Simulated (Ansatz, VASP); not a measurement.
# Cross-check of MgI2 between VASP and Ansatz

One calculation is typed for both programs; each brings its own data sets. How far apart do they land? The structure shown is the start of the Ansatz relaxation below; VASP solves that cell, so the two are compared at the walk's first step.

Program: Ansatz 0.2.0. Level of theory: plane waves, with VASP 6.6.1 beside it; single point at PBE with D3(BJ). Results are calculated unless marked as measured.

## (1) The starting structure

The cell holds 3 atoms: 2 I and 1 Mg. Cell: a = 4.140 Å, b = 4.140 Å, c = 34.100 Å, α = 90.0°, β = 90.0°, γ = 120.0°. It derives from MgI2. Vacuum lies along c.

## (2) Ansatz: relaxation, PBE with D3(BJ)

Ansatz runs on its PAW soft_1 files.

The two programs are compared at the cell with which this relaxation starts, whose forces are those of its first step.

input.yaml reads:

```yaml
crystal:
  lattice:
    - [4.14, 0.0, 0.0]
    - [-2.07, 3.5853451717, 0.0]
    - [0.0, 0.0, 34.1]
  atoms:
    - { symbol: I, position: [0.66666667, 0.33333333, 0.4495601141] }
    - { symbol: Mg, position: [0.0, 0.0, 0.5] }
    - { symbol: I, position: [0.33333333, 0.66666667, 0.5504398859] }
  periodic: [true, true, false]
kpoints:
  mp_grid: { grid: [6, 6, 1] }
hamiltonian:
  xc: pbe
  dispersion: d3bj
  pseudopotentials: { kind: paw, azcp: { folder: soft_1 } }
scf:
  occupations: { method: fermi_dirac, width: 0.02 }
relax:
  f_tol: 0.01
  max_steps: 100
  cell: {}
```

Command:

```bash
> ansatz run input.yaml --threads 3 --pin off --max-ram 92160MiB --backend cuda --events-out ev --progress --plain --runs-dir out --devices 1 --max-vram 13GiB
```

Numbers of over 12 decimals in the logs are rounded to 6 here.

Output:

```text
GPUs: using 1 of 1 available (devices: 1).
Engine: ansatz 0.2.0, x86_64-unknown-linux-gnu
Pseudopotentials: kind: paw
Pseudopotential: I, paw, valence charge 17, recommended cutoff 420 eV (normal), soft_1/I.paw.azcp
Pseudopotential: Mg, paw, valence charge 10, recommended cutoff 420 eV (normal), soft_1/Mg.paw.azcp
Functional definition: PBE
  parameter kappa = 0.804
  parameter beta = 0.066725
  exchange = pbe_x(kappa = kappa, mu = beta*pi^2/3)
  correlation = pbe_c(beta = beta)
device memory: the entry about to start is reckoned to put 3.7 GiB on a device that reports 41.6 GiB free (of which the cap on the GPU budget leaves the run 13.0 GiB)
GPU FFT provider: cuFFT
GPU libraries: cuBLAS 13.8.2, cuFFT 12.4.0, cuSOLVER 12.3.4
Crystal: 3 atoms, lattice volume = 506.158 Å³
Basis set: ecut = 420 eV, 9773 PW (Γ), exchange–correlation on 60×60×480 points (8 copies of the dense FFT grid, shifted against one another)
Bands: 27, of which v1, the nominal top of the filled ones, is band 22 counted from 1 (21 counted from 0)
Symmetry: 12 space group operations
Space group: P-3m1 (ITA 164), of the structure as read, at distance tolerance 8.0e-5 Å
k-points: 7 of 36
Non-local potential: I, projectors of the file, l = 0: 2, l = 1: 2, l = 2: 2, l = 3: 1
Non-local potential: Mg, projectors of the file, l = 0: 3, l = 1: 2, l = 2: 1
PAW form: soft (Blöchl's): semilocal exchange-correlation on the pseudo side does not see the compensation charge
PAW one-centre angular grid: I, 590 points (default); XC on 64 Gauss nodes
PAW one-centre angular grid: Mg, 110 points (default); XC on 64 Gauss nodes
Initial density: superposition of atomic densities (neutral atoms: chi_scale 0, normalization atom)
Initial wavefunctions: pseudopotential atomic-orbital guess
GPU buffer pool allocated for 216000 grid points (all kernels)
GPU transforms: local potential and band sums: pruned to the plane-wave sphere, on 27×27×225
Functional: x = pbe(κ = 0.804, μ = 0.219515), c = pbe(β = 0.066725)
iter 1 solved again at ethr=1.38e-3 eV; its pass at ethr=3.10e-3 eV (dr2=6.08e-1 eV) is discarded
SCF iter   1: F=—  HF=-16953.852068 eV  |F-HF|=—  |Δ(HF+E_count)|=         —  Δρ=7.53e-3  dr2=5.85e-1  ethr=1.38e-3  ⟨swp⟩=1.7  Hψ=1889  notcnv=0
preconditioner: auto → Resta (q_TF=auto, 1.816 Å⁻¹)  ε∞=1.4  [insulator: Δε(μ)=3.932 eV  Ē_g=10.178 eV  σ=0.020 eV  W_gap=1.00  n_scr=48 (ndim 8)  ℏωp=6.6 eV  f_vac=0.778  D(μ)=0.00/eV (n_scr^D=0)  ε∞_Penn≈1.4  vacuum switching on, ρ_ref=7.5e-3 e/Å³]
SCF iter   2: F=—  HF=-16953.713589 eV  |F-HF|=—  |Δ(HF+E_count)|=   1.38e-1  Δρ=3.55e-3  dr2=8.03e-2  ethr=1.33e-3  ⟨swp⟩=4.0  Hψ=331  notcnv=0  defer=1
SCF iter   3: F=—  HF=-16953.711204 eV  |F-HF|=—  |Δ(HF+E_count)|=   2.39e-3  Δρ=1.53e-3  dr2=2.69e-2  ethr=1.83e-4  ⟨swp⟩=5.1  Hψ=482  notcnv=0  defer=1
SCF iter   4: F=—  HF=-16953.707503 eV  |F-HF|=—  |Δ(HF+E_count)|=   3.70e-3  Δρ=5.37e-4  dr2=1.44e-3  ethr=6.12e-5  ⟨swp⟩=5.1  Hψ=455  notcnv=0  defer=2
SCF iter   5: F=—  HF=-16953.707690 eV  |F-HF|=—  |Δ(HF+E_count)|=   1.87e-4  Δρ=1.21e-4  dr2=3.83e-5  ethr=3.28e-6  ⟨swp⟩=2.7  Hψ=309  notcnv=0  defer=4
SCF iter   6: F=—  HF=-16953.707911 eV  |F-HF|=—  |Δ(HF+E_count)|=   2.21e-4  Δρ=1.61e-5  dr2=3.75e-6  ethr=8.70e-8  ⟨swp⟩=3.1  Hψ=312  notcnv=0  defer=4
SCF iter   7: F=-16953.707911 eV  HF=-16953.707911 eV  |F-HF|=2.45e-8  |Δ(HF+E_count)|=   3.51e-7  Δρ=2.38e-6  dr2=2.88e-8  ethr=2.27e-10  ⟨swp⟩=5.7  Hψ=1058  notcnv=0
SCF 1 converged in 7 iterations: F = -16953.707911 eV  dr2 = 2.88e-8
  greatest PAW one-centre occupation: 1.000 electrons in one spin orbital (limit 2), on the Mg atom at site 1 (counted from 0), in its partial waves of l = 0
relax step   1: F+E_penalty+E_count = -16953.70791059 eV  Δ(F+E_penalty+E_count) = +0.000e0 eV  max|allowed force component| = 2.016e-1 eV/Å  Δτ_max = 0.0000 Å  P = -0.371 N/m  Ω = 506.158 Å³  fix = [c, alpha, beta]  reactions: c -0.000 N/m  (7 SCF iters, dr2 threshold 1.00e-7 eV, accepted)
[...]
relax step   4: F+E_penalty+E_count = -16953.71636710 eV  Δ(F+E_penalty+E_count) = -1.009e-4 eV  max|allowed force component| = 3.110e-3 eV/Å  Δτ_max = 0.0004 Å  P = -0.051 N/m  Ω = 505.485 Å³  energy of the carried Pulay correction = +8.520e-6 eV  fix = [c, alpha, beta]  reactions: c -0.000 N/m  (4 SCF iters, dr2 threshold 1.02e-8 eV, accepted)
[...]
relax step   5: F+E_penalty+E_count = -16953.71642863 eV  Δ(F+E_penalty+E_count) = -6.152e-5 eV  max|allowed force component| = 8.491e-5 eV/Å  Δτ_max = 0.0007 Å  P = -0.006 N/m  Ω = 504.503 Å³  energy of the carried Pulay correction = +2.098e-5 eV  fix = [c, alpha, beta]  reactions: c -0.000 N/m  (5 SCF iters, dr2 threshold 3.56e-9 eV, accepted)
[...]
relax step   6: F+E_penalty+E_count = -16953.71641239 eV  Δ(F+E_penalty+E_count) = +1.624e-5 eV  max|allowed force component| = 8.804e-5 eV/Å  Δτ_max = 0.0000 Å  P = -0.006 N/m  Ω = 504.503 Å³  fix = [c, alpha, beta]  reactions: c -0.000 N/m  stress off target by 6.09e-3 N/m on what of the cell is left free  SCF on the basis re-selected at this cell (its energy is not comparable with the rows above)  (5 SCF iters)
basis re-selected at this cell: Δ(F+E_penalty+E_count) = +1.624e-5 eV, ΔP = +0.000 N/m vs the last step (what re-selecting the basis moved, of the pressure what is left beyond the Pulay correction that the steps carried, after the strain that the cell walked since its last selection, with what the two solves' SCF thresholds leave and, on support functions, any second-order correction that the steps lacked; it is no m [...]
SCF converged after 5 iterations
Free energy (F): -16953.716412 eV
Harris-Foulkes:  -16953.716412 eV  (|F-HF|=1.46e-11)
Internal energy: -16953.716412 eV  (E = F + TS)
E sigma→0 (E₀):  -16953.716412 eV
Fermi energy:    -4.528842 eV
--- Per-component energies (eV) ---
  E_band       = -1615.873812
  E_kinetic    = 389.189294
  E_local      = -85593.001622  (includes V_loc(G=0)·N_el)
  E_nonlocal   = 426.902087
  E_hartree    = 42061.197140
  E_xc         = -242.531372
  E_vxc        = -256.553703  (∫ρ·V_xc dr)
  E_paw        = -9870.598573  (= ΣΔE_a)
  E_vpaw       = -704.798914  (= ΣTr[D̂ρ^β])
  E_aug_tail   = -0.005134  (compensation charges beyond the density's cutoff)
  E_ewald      = 35875.836259
  E_disp       = -0.704491  (pairwise vdW)
  E_smearing   = -0.000000  (= −TS)
  E_closure    = -0.000000  (closes the sum)
  Σ components = -16953.716412   (vs F -16953.716412, Δ=0.00e0)
--- Forces (eV/Å), atoms counted from 1 ---
  atom   1  I      0.00000000    -0.00000000    -0.00008804
  atom   2  Mg     0.00000000     0.00000000     0.00000000
  atom   3  I      0.00000000     0.00000000     0.00008804
  max |Σ_I F_I| component: 2.71e-20 eV/Å
--- 2D stress c σ (N/m, compression-positive) ---
       -0.006091       0.000000      -0.000000
        0.000000      -0.006091      -0.000000
       -0.000000      -0.000000      -0.000000
  P = ½ c Tr σ = -0.0061 N/m
--- Band table (eV; the first three rows and the last of 7) ---
  k-point 0: bands = [... 18 lower, -6.6170, -6.6170, -6.3451, -6.3451, -2.2596, -1.3988 (-1.3988°), -0.3945 (-0.3962°), -0.3206, ... 1 higher]
  k-point 1: bands = [... 18 lower, -7.1519, -6.9378, -6.9119, -6.4374, -1.6069 (-1.6069°), -0.8622 (-0.8622°), -0.2744 (-0.2748°), -0.1594, ... 1 higher]
  k-point 2: bands = [... 18 lower, -7.9055, -7.3405, -6.9739, -6.6908, -2.2523, -0.8735, -0.3705 (-0.3705°), 0.5234, ... 1 higher]
  k-point 6: bands = [... 18 lower, -8.8179, -8.3295, -7.1620, -7.1620, -1.9238, 0.0584, 0.0584, 1.6950, ... 1 higher]
  ° read free of the cell's end (the report's vacuum.weakly_bound_levels)
--- Relaxed structure (5 steps of the walk, 5 accepted, 1 SCFs on fresh bases) ---
  F+E_penalty+E_count = -16953.71641239 eV   max|allowed force component| = 8.804e-5 eV/Å   (the final SCF, on the basis selected at the relaxed cell)
  cell:  # Å, volume = 504.5033 Å³
    - [4.133229, 0.0, 0]
    - [-2.066615, 3.579482, 0]
    - [0, 0, 34.1]
  atoms:
    - { symbol: I, position: [0.666667, 0.333333, 0.450696] }
    - { symbol: Mg, position: [0, 0, 0.5] }
    - { symbol: I, position: [0.333333, 0.666667, 0.549304] }
```

In the SCF lines HF is the Harris–Foulkes energy and dr2 the Hartree energy of the density residual, in eV; the loop may stop once dr2 is under the threshold and the program's other checks hold. Hψ counts applications of the Hamiltonian.

## (3) VASP: single point, PBE with D3(BJ), start cell, pair 1

The same cell, functional, mesh and smearing now go to VASP, with its own data sets.

Lines of VASP's logs that name or quote its potential files are left out, and so is its time.

INCAR reads:

```
SYSTEM = MgI2
PREC = Accurate
ENCUT = 520
EDIFF = 1E-06
NELM = 120
ISMEAR = -1
SIGMA = 0.02
LREAL = .FALSE.
ALGO = Normal
GGA = PE
IVDW = 12
NBANDS = 14
LORBIT = 11
LWAVE = .FALSE.
LCHARG = .FALSE.
ISIF = 2
LDIPOL = .TRUE.
IDIPOL = 3
DIPOL = 0.5 0.5 0.5
LVHAR = .TRUE.
LASPH = .TRUE.
GGA_COMPAT = .FALSE.
EFERMI = MIDGAP
NELMDL = -8
KPAR = 2
```

POSCAR reads:

```
MgI2
1.0
    4.1400000000      0.0000000000      0.0000000000
   -2.0700000000      3.5853450000      0.0000000000
    0.0000000000      0.0000000000     34.1000000000
I Mg
2 1
Direct
    0.6666666667      0.3333333333      0.4495601173
    0.3333333333      0.6666666667      0.5504398827
    0.0000000000      0.0000000000      0.5000000000
```

KPOINTS reads:

```
Automatic mesh
0
Gamma
6 6 1
0 0 0
```

Potentials, in the order of the species: I and Mg (PBE family, release 64).

Command:

```bash
> mpirun -np 2 vasp_std
```

Output:

```text
[banner, memory and clock lines left out]
running    2 mpi-ranks, on    1 nodes
 distrk:  each k-point on    1 cores,    2 groups
 distr:  one band on    1 cores,    1 groups

 POSCAR found type information on POSCAR I Mg
 POSCAR found :  2 types and       3 ions
 LDA part: xc-table for (Slater+PW92), standard interpolation
 POSCAR, INCAR and KPOINTS ok, starting setup
 FFT: planning ... GRIDC
 FFT: planning ... GRID_SOFT
 FFT: planning ... GRID
 WAVECAR not read
 entering main loop
       N       E                     dE             d eps       ncg     rms          rms(c)
DAV:   1     0.121827909772E+03    0.12183E+03   -0.39613E+03   196   0.715E+02
DAV:   2     0.131514311158E+02   -0.10868E+03   -0.98855E+02   326   0.113E+02
DAV:   3    -0.694519605471E+01   -0.20097E+02   -0.19890E+02   256   0.609E+01
DAV:   4    -0.786935973751E+01   -0.92416E+00   -0.92311E+00   270   0.169E+01
DAV:   5    -0.788715874644E+01   -0.17799E-01   -0.17798E-01   300   0.280E+00
DAV:   6    -0.788743346193E+01   -0.27472E-03   -0.27471E-03   280   0.282E-01
DAV:   7    -0.788743902230E+01   -0.55604E-05   -0.55601E-05   314   0.381E-02
DAV:   8    -0.788743905110E+01   -0.28799E-07   -0.28462E-07   222   0.321E-03    0.387E+00
DAV:   9    -0.774921005060E+01    0.13823E+00   -0.14901E-01   226   0.188E+00    0.268E+00
DAV:  10    -0.772907040699E+01    0.20140E-01   -0.20815E-01   232   0.225E+00    0.570E-01
DAV:  11    -0.772064215289E+01    0.84283E-02   -0.29826E-02   226   0.914E-01    0.345E-01
DAV:  12    -0.772088459123E+01   -0.24244E-03   -0.30248E-03   256   0.332E-01    0.353E-01
DAV:  13    -0.772079046637E+01    0.94125E-04   -0.38371E-04   244   0.133E-01    0.717E-02
DAV:  14    -0.772079885958E+01   -0.83932E-05   -0.33448E-05   250   0.283E-02    0.126E-02
DAV:  15    -0.772082232982E+01   -0.23470E-04   -0.76587E-06   244   0.161E-02    0.226E-02
DAV:  16    -0.772083510267E+01   -0.12773E-04   -0.10748E-06   208   0.571E-03    0.631E-03
DAV:  17    -0.772086229136E+01   -0.27189E-04   -0.29239E-06   238   0.747E-03    0.134E-02
DAV:  18    -0.772087240949E+01   -0.10118E-04   -0.53824E-07   214   0.302E-03    0.904E-03
DAV:  19    -0.772088813564E+01   -0.15726E-04   -0.16238E-06   228   0.461E-03    0.611E-03
DAV:  20    -0.772089285853E+01   -0.47229E-05   -0.12384E-07   194   0.171E-03    0.362E-03
DAV:  21    -0.772089484352E+01   -0.19850E-05   -0.50014E-08   194   0.107E-03    0.549E-04
DAV:  22    -0.772089794268E+01   -0.30992E-05   -0.35155E-08   182   0.709E-04    0.571E-04
DAV:  23    -0.772089888216E+01   -0.93948E-06   -0.17959E-08   182   0.418E-04
   1 F= -.84163176E+01 E0= -.84163176E+01  d E =0.000000E+00
```

OUTCAR, selected parts (step 3):

```text
ion  position               nearest neighbor table
   1  0.667  0.333  0.450-   3 2.94   3 2.94   3 2.94
   2  0.333  0.667  0.550-   3 2.94   3 2.94   3 2.94
   3  0.000  0.000  0.500-   2 2.94   1 2.94   2 2.94   1 2.94   1 2.94   2 2.94

  LATTYP: Found a hexagonal cell.
 ALAT       =     4.1400000000
 C/A-ratio  =     8.2367149758

 Subroutine GETGRP returns: Found 12 space group operations
 (whereof 12 operations were pure point group operations)

The static configuration has the point symmetry D_3d.

 Found      7 irreducible k-points:

   k-points           NKPTS =      7   k-points in BZ     NKDIM =      7   number of bands    NBANDS=     14

   dimension x,y,z NGX =    32 NGY =   32 NGZ =  256
   dimension x,y,z NGXF=    64 NGYF=   64 NGZF=  512

   ENCUT  =  520.0 eV  38.22 Ry    6.18 a.u.   7.70  7.70 63.40*2*pi/ulx,y,z

   NELECT =      16.0000    total number of electrons

 k-points in reciprocal lattice and weights: Automatic mesh
   0.00000000  0.00000000  0.00000000       0.028
   0.16666667  0.00000000  0.00000000       0.167
   0.33333333  0.00000000  0.00000000       0.167
   0.50000000  0.00000000  0.00000000       0.083
   0.16666667  0.16666667  0.00000000       0.167
   0.33333333  0.16666667  0.00000000       0.333
   0.33333333  0.33333333  0.00000000       0.056

 dipolmoment           0.000000      0.000000      0.000000 electrons x Angstroem

 average (electrostatic) potential at core
       1 -99.1727       2 -99.1727       3 -45.7302

 E-fermi :  -2.8035

 k-point     1 :       0.0000    0.0000    0.0000
  band No.  band energies     occupation
    ...
      4      -5.3941      2.00000
      5      -4.8211      2.00000
      6      -4.8211      2.00000
      7      -4.5788      2.00000
      8      -4.5788      2.00000
      9      -0.6200      0.00000
     10       0.3454      0.00000
     11       1.3489      0.00000
     12       1.4145      0.00000
     13       1.7940      0.00000
    ...

 k-point     2 :       0.1667    0.0000    0.0000
  band No.  band energies     occupation
    ...
      4      -5.8744      2.00000
      5      -5.3890      2.00000
      6      -5.2474      2.00000
      7      -5.1078      2.00000
      8      -4.6768      2.00000
      9       0.0168      0.00000
     10       0.8727      0.00000
     11       1.4747      0.00000
     12       1.5661      0.00000
     13       2.0491      0.00000
    ...

 k-point     3 :       0.3333    0.0000    0.0000
  band No.  band energies     occupation
    ...
      4      -7.0703      2.00000
      5      -6.1585      2.00000
      6      -5.5279      2.00000
      7      -5.2698      2.00000
      8      -4.9341      2.00000
      9      -0.5703      0.00000
     10       0.8226      0.00000
     11       1.2977      0.00000
     12       2.1587      0.00000
     13       2.4166      0.00000
    ...

 Edisp (eV)   -0.69542

  Total      -0.38632    -0.38632    -0.73130     0.00000    -0.00000     0.00000
  in kB      -1.22286    -1.22286    -2.31484     0.00000    -0.00000     0.00000
  external pressure =       -1.59 kB  Pullay stress =        0.00 kB

  energy-cutoff  :      520.00
  volume of cell :      506.16
      direct lattice vectors                 reciprocal lattice vectors
     4.140000000  0.000000000  0.000000000     0.241545894  0.139456593  0.000000000
    -2.070000000  3.585345000  0.000000000     0.000000000  0.278913187  0.000000000
     0.000000000  0.000000000 34.100000000     0.000000000  0.000000000  0.029325513

 POSITION                                       TOTAL-FORCE (eV/Angst)
 -----------------------------------------------------------------------------------
      2.07000      1.19511     15.33000        -0.000000      0.000000      0.211833
     -0.00000      2.39023     18.77000         0.000000      0.000000     -0.211833
      0.00000      0.00000     17.05000         0.000000      0.000000     -0.000000
 -----------------------------------------------------------------------------------
    total drift:                                0.000000      0.000000      0.000000

  FREE ENERGIE OF THE ION-ELECTRON SYSTEM (eV)
  ---------------------------------------------------
  free  energy   TOTEN  =        -8.4163175805 eV

  energy  without entropy=       -8.4163175805  energy(sigma->0) =       -8.41631758

 vacuum level on the upper side and lower side of the slab         1.740         1.740

 total charge
# of ion       s       p       d       tot
------------------------------------------
    1        1.506   2.818   0.012   4.335
    2        1.506   2.818   0.012   4.335
    3        0.137   0.108   0.027   0.271
--------------------------------------------------
tot          3.148   5.744   0.050   8.942

[... 3 further parts left out ...]
```

## (4) Comparison

Known differences besides the potentials themselves: Ansatz cuts the interaction across the vacuum, VASP repeats the sheet with a dipole correction; the data sets hold 44 valence electrons in Ansatz (on its PAW soft_1 files) and 16 in VASP; the cutoff is 420 eV in Ansatz and 520 eV in VASP. Total energies have different zeros and are not compared.

Forces (eV/Å; atoms numbered as in POSCAR):

```tsv
atom	Ansatz x, y, z	VASP x, y, z
I1	0.000, 0.000, 0.202	0.000, 0.000, 0.212
I2	0.000, 0.000, -0.202	0.000, 0.000, -0.212
Mg3	0.000, 0.000, 0.000	0.000, 0.000, 0.000
```

The forces differ by 4.8 meV/Å r.m.s., which is 4.8 % of the r.m.s. force of 0.100 eV/Å (both taken over all components). With vacuum in the cell, a pressure given here is an average over mostly empty space and none of the material.

## (5) Ansatz: relaxation, PBE with D3(BJ)

The two programs are compared at the cell with which this relaxation starts, whose forces are those of its first step. This pair takes another cell of the material, with 6 atoms against 3 for the pair before.

The structure compared here is the start of the Ansatz relaxation; VASP solves that cell, so the two are compared at the walk's first step.

input.yaml, the sections that differ from step 2:

```yaml
crystal:
  lattice:
    - [4.14, 0.0, 0.0]
    - [-2.07, 3.5853451717, 0.0]
    - [0.0, 0.0, 47.8]
  atoms:
    - { symbol: I, position: [0.66666667, 0.33333333, 0.3920502096] }
    - { symbol: Mg, position: [0.0, 0.0, 0.4280334731] }
    - { symbol: I, position: [0.33333333, 0.66666667, 0.4640167365] }
    - { symbol: I, position: [0.66666667, 0.33333333, 0.5359832635] }
    - { symbol: Mg, position: [0.0, 0.0, 0.5719665269] }
    - { symbol: I, position: [0.33333333, 0.66666667, 0.6079497904] }
  periodic: [true, true, false]
output:
  write_density: true
  write_potential: true
  elf: true
  volumetric_format: npy
# kpoints, hamiltonian, scf, relax: as in step 2
```

Command:

```bash
> ansatz run input.yaml --threads 3 --pin off --max-ram 92160MiB --backend cuda --events-out ev --progress --plain --runs-dir out --devices 1 --max-vram 13GiB
```

Output:

```text
GPUs: using 1 of 1 available (devices: 1).
[...]
GPU FFT provider: cuFFT
GPU libraries: cuBLAS 13.8.2, cuFFT 12.4.0, cuSOLVER 12.3.4
Crystal: 6 atoms, lattice volume = 709.511 Å³
Basis set: ecut = 420 eV, 13659 PW (Γ), exchange–correlation on 60×60×640 points (8 copies of the dense FFT grid, shifted against one another)
[...]
cell:  # Å, volume = 705.9761 Å³
    - [4.129674, 0.0, 0]
    - [-2.064837, 3.576402, 0]
    - [0, 0, 47.8]
  atoms:
    - { symbol: I, position: [0.666667, 0.333333, 0.393253] }
    - { symbol: Mg, position: [4.984167190047557e-19, 0, 0.428422] }
    - { symbol: I, position: [0.333333, 0.666667, 0.463508] }
    - { symbol: I, position: [0.666667, 0.333333, 0.536492] }
    - { symbol: Mg, position: [-4.984167190047558e-19, 0, 0.571578] }
    - { symbol: I, position: [0.333333, 0.666667, 0.606747] }
[key lines of the parts left out:]
SCF converged after 5 iterations
Free energy (F): -33907.626999 eV
Fermi energy:    -4.535660 eV
P = ½ c Tr σ = -0.0098 N/m
```

[end of part 1 of 2]

[Lines on the potential files, build, host, timing and source positions are cut from VASP's logs without a mark.]

[Logs are printed without paths, hosts, clocks, repeated set-up lines and the standing remarks that a program may print on its own settings, such as how far it seeks lower states.]

[Hosts, paths, dates, database ids (printed as entryN), source tags and the programs' standing remarks are cut or masked in the printed files.]
